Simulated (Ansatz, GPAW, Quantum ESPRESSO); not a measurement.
# One calculation of HfC, 3 ways

```
CELL_PARAMETERS angstrom
0.00000 2.32500 2.32500
2.32500 0.00000 2.32500
2.32500 2.32500 0.00000
ATOMIC_POSITIONS crystal
Hf 0.50000 0.50000 0.50000
C 0.00000 0.00000 0.00000
```

Alike in all runs: task band structure; functional LDA; k mesh 10 × 10 × 10; occupations fermi-dirac, width 0.05 eV; no spin polarisation; no spin-orbit coupling. LDA stands for any of its common fits. Pressure is positive in compression and, in plane waves, holds the error of the finite cutoff.

```json
{"program and potentials": "Quantum ESPRESSO, PseudoDojo 0.4.1 SR LDA standard", "plane-wave cutoff (eV)": "1116", "notes": "-", "pressure (GPa)": "-13.66"}
{"program and potentials": "GPAW, the program's PAW data sets (release 1.2.1) made for this functional", "plane-wave cutoff (eV)": "800", "notes": "-", "pressure (GPa)": "-11.26"}
{"program and potentials": "Ansatz, all-electron LAPW, scalar-relativistic", "plane-wave cutoff (eV)": "-", "notes": "-", "pressure (GPa)": "-11.79"}
```

The pressure spans -13.66 (Quantum ESPRESSO, PseudoDojo 0.4.1 SR LDA standard) to -11.26 GPa (GPAW, the program's PAW data sets (release 1.2.1) made for this functional), with all-electron results at -11.79. The cell lies far from this level's equilibrium.

The functional is the same throughout but for its coding, so the spread measures potentials, basis and numerics; runs on potential files found faulty are left out.

All three calculations put rocksalt HfC under tension, so in LDA the crystal would contract from this volume. The cell is close to the measured lattice constant, so the tension probably reflects the usual LDA overbinding rather than a real tendency of the carbide to shrink. Its size owes much to the stiffness of the lattice: the eight valence electrons per formula unit largely fill bonding states of C 2p and Hf 5d character and leave the antibonding ones nearly empty, so even a small error in bond length produces a stress of several GPa.

The PAW value of -11.26 GPa lies close to the all-electron -11.79 GPa, while the pseudopotential run gives a distinctly stronger tension at -13.66 GPa, perhaps through its description of the hafnium semicore shells or through residual basis error. This offset is small beside the tension itself and leaves its sign untouched. A pressure at a single volume fixes neither the equilibrium lattice constant nor the bulk modulus, so the agreement can't be carried over to those quantities.
